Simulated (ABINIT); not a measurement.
# SnSe2 (P-3m1) in ABINIT: relaxation of cell and atoms with PBEsol

Aim: the relaxation of cell and atoms of SnSe2 with PBEsol.

Program: ABINIT 10.8.3 (patched build). These are calculated values, not measurements. Logs are shortened: lines on timing, memory, paths and dates and some standing lists are left out, and cuts for length are marked. The log counts tension as positive stress, the text compression.

**1. Starting point**

The structure is trigonal, space group P-3m1 (No. 164). Conventional cell: a = 3.811 Å, b = 3.811 Å, c = 6.136 Å, α = 90.00°, β = 90.00°, γ = 120.00°. Around Sn (site symmetry -3m) lie 6 Se at 2.68 Å. Se (site symmetry 3m) is surrounded by 3 Sn at 2.68 Å.

**2. Relaxation of cell and atoms, PBEsol**

Input file run.abi:

```
pp_dirpath "./"
pseudos "Sn.GGA_PBE-JTH.xml, Se.GGA_PBE-JTH.xml"

acell 3.811 3.811 6.136 Angstrom
rprim
     1.0000000000     0.0000000000     0.0000000000
    -0.5000000000     0.8660254038     0.0000000000
     0.0000000000     0.0000000000     1.0000000000
ntypat 2
znucl 50 34
natom 3
typat 1 2 2
xred
     0.0000000000     0.0000000000     0.0000000000
     0.6666666667     0.3333333333     0.7510000000
     0.3333333333     0.6666666667     0.2490000000
chkprim 0
chksymtnons 0
tolsym 1.0e-6

ecut 22.0
pawecutdg 44.0
pawxcdev 0
pawovlp -1

kptopt 1
ngkpt 8 8 5
nshiftk 1
shiftk 0.0 0.0 0.0

ixc -116133

nband 17
occopt 3
tsmear 0.00183747

nstep 100
tolvrs 1.0e-9

iomode 3
prtwf 0
prtden 0
prteig 0
prtebands 0
enunit 1

ionmov 2
ntime 60
tolmxf 0.0005
optcell 2
dilatmx 1.08
ecutsm 0.5
```

Potentials or basis: JTH PAW PBE v2.0.

Command:

```bash
$ abinit run.abi > log 2>&1
```

run.abo:

```text
.Version 10.8.3 of ABINIT
 Symmetries : space group P-3 m 1 (#164); Bravais hP (primitive hexag.)
================================================================================
 Values of the parameters that define the memory need of the present run
     intxc =       0    ionmov =       2      iscf =      17    lmnmax =      18
     lnmax =       6     mgfft =      54  mpssoang =       3    mqgrid =    3740
     natom =       3  nloc_mem =       2    nspden =       1   nspinor =       1
    nsppol =       1      nsym =      12    n1xccc =       1    ntypat =       2
    occopt =       3   xclevel =       2
       mpw =        3267          nfft =       69984          nkpt =          40
 PAW method is used; the additional fine FFT grid is defined by:
   mgfftf=        80    nfftf =    184320
================================================================================
================================================================================

--------------------------------------------------------------------------------
------------- Echo of variables that govern the present computation ------------
--------------------------------------------------------------------------------
 -outvars: echo values of preprocessed input variables --------
            acell      7.2017462658E+00  7.2017462658E+00  1.1595359509E+01 Bohr
              amu      1.18710000E+02  7.89600000E+01
          chkprim           0
      chksymtnons           0
          dilatmx      1.08000000E+00
             ecut      2.20000000E+01 Hartree
           ecutsm      5.00000000E-01 Hartree
           enunit           1
           ionmov           2
              ixc     -116133
         kptrlatt        8    0    0      0    8    0      0    0    5
          kptrlen      5.76139701E+01
            natom           3
            nband          17
            ngfft          36      36      54
          ngfftdg          48      48      80
             nkpt          40
            nstep         100
             nsym          12
            ntime          60
           ntypat           2
           occopt           3
          optcell           2
        pawecutdg      4.40000000E+01 Hartree
          pawovlp     -1.0000000000E+00
         pawxcdev           0
           prtden           0
        prtebands           0
           prteig           0
            prtwf           0
            rprim      1.0000000000E+00  0.0000000000E+00  0.0000000000E+00
                      -5.0000000000E-01  8.6602540380E-01  0.0000000000E+00
                       0.0000000000E+00  0.0000000000E+00  1.0000000000E+00
          spgroup         164
           tolmxf      5.00000000E-04
           tolsym      1.00000000E-06
           tolvrs      1.00000000E-09
           tsmear      1.83747000E-03 Hartree
            typat      1  2  2
[... 937 lines left out ...]
 cartesian forces (hartree/bohr) at end:
    1      0.00000000000000     0.00000000000000    -0.00000000000000
    2      0.00000000000000     0.00000000000000    -0.00023764156427
    3     -0.00000000000000    -0.00000000000000     0.00023764156427
 frms,max,avg= 1.1202531E-04 2.3764156E-04   0.000E+00  0.000E+00  0.000E+00 h/b

 cartesian forces (eV/Angstrom) at end:
    1      0.00000000000000     0.00000000000000    -0.00000000000000
    2      0.00000000000000     0.00000000000000    -0.01222002056124
    3     -0.00000000000000    -0.00000000000000     0.01222002056124
 frms,max,avg= 5.7605729E-03 1.2220021E-02   0.000E+00  0.000E+00  0.000E+00 e/A
 length scales=  7.208167068526  7.208167068623 11.788811372576 bohr
              =  3.814397742457  3.814397742509  6.238370317769 angstroms
 Fermi (or HOMO) energy (eV) =   1.91772   Average Vxc (eV)=  -9.77500
 Eigenvalues (   eV  ) for nkpt=  40  k points:
 kpt#   1, nband= 17, wtk=  0.00313, kpt=  0.0000  0.0000  0.0000 (reduced coord)
 -19.52973  -19.52973  -19.49556  -19.48226  -19.48226  -12.21111  -10.58912   -4.64329
   1.05965    1.05965    1.33532    1.33532    1.42776    2.53519    4.60821    6.22949
   6.22949
 prteigrs : prtvol=0 or 1, do not print more k-points.

--- !EnergyTerms
iteration_state     : {dtset: 1, itime: 8, icycle: 1, }
comment             : Components of total free energy in Hartree
kinetic             :  1.85822667397328E+01
hartree             :  3.63723884514202E+01
xc                  : -1.93008639121163E+01
Ewald energy        : -5.60336685626016E+01
psp_core            :  4.31868063601033E+00
local_psp           : -9.51086705074949E+01
PAW spherical_terms :  2.22548304256018E+01
internal            : -8.89150367294476E+01
'-kT*entropy'       : -5.00631931430655E-06
total_energy        : -8.89150417357670E+01
total_energy_eV     : -2.41950154374948E+03
...

--- !EnergyTermsDC
iteration_state     : {dtset: 1, itime: 8, icycle: 1, }
comment             : '"Double-counting" decomposition of free energy'
band_energy         : -9.25183444374248E+00
Ewald energy        : -5.60336685626016E+01
psp_core            :  4.31868063601033E+00
xc_dc               : -4.39400239335227E+01
PAW spherical_terms :  1.59918134831030E+01
internal            : -8.89150328207535E+01
'-kT*entropy'       : -5.00631931430655E-06
total_energy_dc     : -8.89150378270728E+01
total_energy_dc_eV  : -2.41950143738849E+03
...

--- !EnergyTermsWithPAWCore
iteration_state     : {dtset: 1, itime: 8, icycle: 1, }
comment             : 'Components of total free energy, including PAW core contributions'
Total energy        : -1.10315425944691E+04
Total energy DC     : -1.10315425905604E+04
Total energy (eV)   : -3.00183566427089E+05
Total energy DC (eV): -3.00183566320728E+05
...

 rms coord change=  2.5678E-03   atom, delta coord (reduced):
     1        0.000000000000      0.000000000000      0.000000000000
     2        0.000000000000      0.000000000000     -0.005447120573
     3        0.000000000000      0.000000000000      0.005447120573

 Cartesian components of stress tensor (hartree/bohr^3)
  sigma(1 1)= -1.01534098E-06  sigma(3 2)=  0.00000000E+00
  sigma(2 2)= -1.01534127E-06  sigma(3 1)=  0.00000000E+00
  sigma(3 3)=  3.48359333E-06  sigma(2 1)=  0.00000000E+00

-Cartesian components of stress tensor (GPa)         [Pressure= -1.4249E-02 GPa]
- sigma(1 1)= -2.98723629E-02  sigma(3 2)=  0.00000000E+00
- sigma(2 2)= -2.98723715E-02  sigma(3 1)=  0.00000000E+00
- sigma(3 3)=  1.02490854E-01  sigma(2 1)=  0.00000000E+00

== END DATASET(S) ==============================================================
================================================================================

 -outvars: echo values of variables after computation  --------
            acell      7.2081670685E+00  7.2081670686E+00  1.1788811373E+01 Bohr
           etotal     -8.8915037827E+01
            fcart      1.4942190976E-28  2.0129381959E-28 -0.0000000000E+00
                       0.0000000000E+00  6.3263771870E-28 -2.3764156427E-04
                      -1.4942190976E-28 -8.3393153828E-28  2.3764156427E-04
            rprim      1.0000000000E+00  0.0000000000E+00  0.0000000000E+00
                      -4.9999999999E-01  8.6602540379E-01  0.0000000000E+00
                       0.0000000000E+00  0.0000000000E+00  1.0000000000E+00
           strten     -1.0153409778E-06 -1.0153412704E-06  3.4835933252E-06
                       0.0000000000E+00  0.0000000000E+00  0.0000000000E+00
           xangst      8.9991218207E-29  4.7673402427E-28  1.4126578420E-18
                       1.9071988712E+00  1.1011217817E+00  4.6510349533E+00
                      -3.5210298467E-16  2.2022435634E+00  1.5873353644E+00
             xred      9.5751350569E-29  1.4431768044E-28  2.2644661507E-19
                       6.6666666667E-01  3.3333333333E-01  7.4555287943E-01
                       3.3333333333E-01  6.6666666667E-01  2.5444712057E-01
 Calculation completed.
```

Run time: 8.3 min. Hardware: 1 thread of Arm Neoverse V2, shared host; peak memory 0.2 GiB.

What came out:

```yaml
Free_energy: -2419.5014 eV
Relaxed_volume: 26.20 Å³/atom
Relaxed_cell: a = 3.814 Å, b = 3.814 Å, c = 6.238 Å, α = 90.00°, β = 90.00°, γ = 120.00°
Space_group_after_relaxing_to_0.05_Å: P-3m1 (No. 164)
Energy_gained_by_relaxing: 12.1 meV/atom
Ionic_steps: 8
Pressure_after_relaxing: 0.0 GPa
Largest_force_after_relaxing: 0.012 eV/Å
Band_gap_on_the_k_mesh: 0.58 eV, indirect (least direct gap 1.11 eV)
Valence_electrons_inside_the_program's_atomic_spheres: Sn 11.88; Se 3.91
```

Forces on the atoms (eV/Å):
```
Sn   0.000  0.000  0.000
Se   0.000  0.000 -0.012
Se   0.000  0.000  0.012
```

Step by step:
```
step  energy change (eV)  largest force (eV/Å)  pressure (GPa)  volume (Å³)
   1              0.0000                0.6074            2.53        77.18
   2             -0.0157                0.4569            1.71        77.78
   3             -0.0340                0.0789           -0.23        79.28
   4             -0.0344                0.0533           -0.31        79.31
   5             -0.0355                0.0029           -0.36        79.14
   6             -0.0360                0.0112           -0.22        78.87
   7             -0.0361                0.0041           -0.06        78.65
   8             -0.0362                0.0122           -0.01        78.61
```

Final structure:
```yaml
crystal:
  lattice:
    - [3.81440, 0.00000, 0.00000]
    - [-1.90720, 3.30337, 0.00000]
    - [0.00000, 0.00000, 6.23837]
  atoms:
    - { symbol: Sn, position: [0.00000, 0.00000, 0.00000] }
    - { symbol: Se, position: [0.66667, 0.33333, 0.74555] }
    - { symbol: Se, position: [0.33333, 0.66667, 0.25445] }
```

Caveat: the PAW data sets were made with another functional, which shifts forces and pressure a little; spin-orbit coupling is left out, which moves the levels of the heavy elements; an odd mesh through Γ misses points on the zone boundary, where band edges often lie; this functional lacks dispersion, which binds the layers, so the pressure and a relaxed spacing across them are unreliable.
